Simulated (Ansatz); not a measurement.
Input of an Ansatz 0.2.0 run:

The input input.yaml:

```yaml
crystal:
  lattice:
    - [3.81369522, 0.0, 0.0]
    - [0.0, 3.81369522, 0.0]
    - [0.0, 0.0, 4.8869133]
  atoms:
    - { symbol: Sn, position: [0.5, 0.0, 0.76462614] }
    - { symbol: Sn, position: [0.0, 0.5, 0.23537386] }
    - { symbol: O, position: [0.0, 0.0, 0.0] }
    - { symbol: O, position: [0.5, 0.5, 0.0] }
hamiltonian:
  xc: pbesol
  pseudopotentials: { kind: paw }
kpoints:
  mp_grid: { grid: [7, 7, 6] }
scf:
  occupations: { method: fermi_dirac, width: 0.05 }
output:
  forces: true
  stress: true
  eigenvalues: true
relax:
  f_tol: 0.01
  max_steps: 40
  cell: { stress_tol: 0.05, p_target: 30.0 }
```

Potentials or basis: Ansatz PAW.

Run with:

```console
$ ansatz run input.yaml --threads 2 --pin off --max-ram 5632MiB --backend cpu --events-out ev --progress --plain --runs-dir out
```

(1) Estimate the space group after relaxing (to 0.05 Å).

(2) Predict the relaxed volume.

(3) Predict the relaxed cell.

(4) What does it give for the band gap on the k mesh?

Answers

(1) P4/nmm (No. 129).

(2) 12.70 Å³/atom.

(3) a = 3.557 Å, b = 3.557 Å, c = 4.016 Å, α = 90.00°, β = 90.00°, γ = 90.00°.

(4) none (metal or under the smearing width).

Caveat: the volume moved by over 15 % at a fixed basis, so the end points are rough; the pressure holds a Pulay correction of +0.7 GPa for the finite cutoff; the PAW data sets come from PBE, with cores solved anew for the run's functional, which leaves a small shift of forces and pressure.
